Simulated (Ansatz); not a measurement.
BeO:
```xyz
8
Lattice="2.7085 0.0000 0.0000 -1.3543 2.3457 0.0000 0.0000 0.0000 8.8230" Properties=species:S:1:pos:R:3 pbc="T T T"
Be     0.0000     0.0000     0.0072
Be     0.0000     0.0000     4.4187
Be     1.3543     0.7819     6.6187
Be     0.0000     1.5638     2.2072
O      0.0000     0.0000     7.1675
O      0.0000     0.0000     2.7561
O      1.3543     0.7819     4.9609
O      0.0000     1.5638     0.5495
```

Relaxed with PBE.

Map the electron localisation function on the plane through (0.000, 0.000, 0.001) spanned by u = [0, 0, 1] and v = [1, -1, 0] in lattice vectors, from DFT-PBE in the program Ansatz with PAW potentials.

x is the fraction of u, y of v (the angle between them is 90°; rows are the nearest grid lines); atoms in the plane: Be at (0.00, 0.00), Be at (0.50, 0.00), Be at (0.75, 0.67), Be at (0.25, 0.33), O at (0.81, 0.00), O at (0.31, 0.00), O at (0.56, 0.67), O at (0.06, 0.33).
```
|       .+%%*:-#@@%:       .+%%*:-#@@%:  |
|       .=%@#++%@@%:   ..  .=%@%++%@@%:  |
|   ..  .-#@@%%@@%+. -==:. .-#@@%%@@%*.  |
| ...    :*%@@@%%*:.:%@%*-..:*@@@@@%#-.  |
|....    .=#%%##+:..+@@@%#=..=%@@@%*=:. .|
|...      :-=+=-:  -#@@@@%#-..=#%#+-:   .|
|          ....   .=%@##@@@*.  .:::.     |
|                 .+%#-=%@@%:     .      |
|                 .+%#--#@@%:            |
| .               .=%%**%@@#.     .      |
|:---:..           -#@%%@@%+.   ...    .:|
|*###*+-.  ....    :+@@%%#*-.  ...    .-*|
|%@@%%#*-.  ...    .-###*+-.  ....    :+%|
|@@%%@@%+.   ...    .---:..           -#@|
|@%**%@@#.     .     .               .=%@|
|@#--#@@%:                           .+%@|
|@#-=%@@%:     .                     .+%@|
|@@##@@@*.  .:::.             ....   .=%@|
|@@@@@%#-..=#%#+-:   ..      :-=+=-:  -#@|
|@@@@%#=..=%@@@%*=:. ...    .=#%%##+:..+@|
|*%@%*-..:*@@@@@%#-. ...    :*%@@@%%*:.:*|
|.-==:. .-#@@%%@@%*.   ..  .-#@@%%@@%+. .|
|   ..  .=%@%++%@@%:       .=%@#++%@@%:  |
|       .+%%*:-#@@%:       .+%%*:-#@@%:  |
```
Scale: ten equal steps from -0.004 (start of ' ') to 0.873 (end of '@'), in the order ' .:-=+*#%@'; x runs from 0.000 to 1.00, y from 0.000 (bottom) to 1.00 (top).

The density is the valence pseudo-density with augmentation charge, so density and ELF within about 1 Å of a nucleus are not all-electron values.

Space group P6_3mc. The cell is a constructed one: a structure type filled with these elements. Its sites differ from those of the usual phase in this space group: another stacking or structure type. The PBE relaxation kept the symmetry of its start; phonons on a q-mesh show no instability.

Potentials: the later of the program's two PAW sets.
